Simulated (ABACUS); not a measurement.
## MoS2 under changes of volume

One of the cells (17.728 Å³/atom); the others are scaled copies at fixed shape and fractional positions:

```
CELL_PARAMETERS angstrom
1.58000 0.91221 6.15000
-1.58000 0.91221 6.15000
0.00000 -1.82443 6.15000
ATOMIC_POSITIONS crystal
Mo 0.00000 0.00000 0.00000
S 0.41700 0.41700 0.41700
S 0.25000 0.25000 0.25000
```

Measurements of this composition are mostly on another form, of space group No. 194.

```yaml
Program: ABACUS 3.10.1
Functional: PBE
Potentials_or_basis: PseudoDojo NC SR 0.4.1 PBE standard
Cutoff: 1361 eV
Density_cutoff: 5442 eV
Basis: DZP LCAO (the cutoffs set its grid)
k_mesh: 10 × 10 × 10
Occupations: fermi-dirac, width 0.05 eV
Spin: no spin polarisation
```

```tsv
volume (Å³/atom)	energy over the lowest point (meV/atom)	pressure (GPa)	gap on the mesh (eV)	largest force (eV/Å)
16.664	102.43	19.0	0.89	1.996
17.019	65.22	14.7	0.91	1.566
17.373	37.26	10.7	0.93	1.167
17.728	?	?	?	?
18.083	5.43	3.9	0.96	0.456
18.437	0.00	1.0	0.97	0.139
18.792	0.63	-1.6	0.98	0.237
```

Problem. What does the run at 17.728 Å³/atom give?

Solution. Energy over the lowest point 17.60 meV/atom; pressure 7.1 GPa; gap on the mesh 0.95 eV; largest force 0.798 eV/Å.

Worked out: A Birch-Murnaghan fit of order 3 (a polynomial in V^(-2/3)) to the other rows has its minimum at 18.57 Å³/atom with B0 = V·E''(V) = 138 GPa and B' = 4.4 at fixed shape and positions, which overstates the stiffness. It gives 17.60 meV/atom at 17.728 Å³/atom, against the run's 17.60, and -dE/dV = 7.1 GPa, against 7.1. A straight line through the other rows of the gap, of slope 0.75 eV per unit of ln V, gives 0.94 eV, against the run's 0.95.

Energies are extrapolated to zero smearing.

Caveats: the atomic orbitals were generated for these runs and aren't a published set; the basis of atomic orbitals isn't converged, which shifts pressures, moduli and gaps; forces of over 1 eV/Å show positions far from the minimum, so gaps and moduli don't describe the material at rest (some runs).

A mesh can miss the band edges. Spin-orbit coupling on Mo is left out.
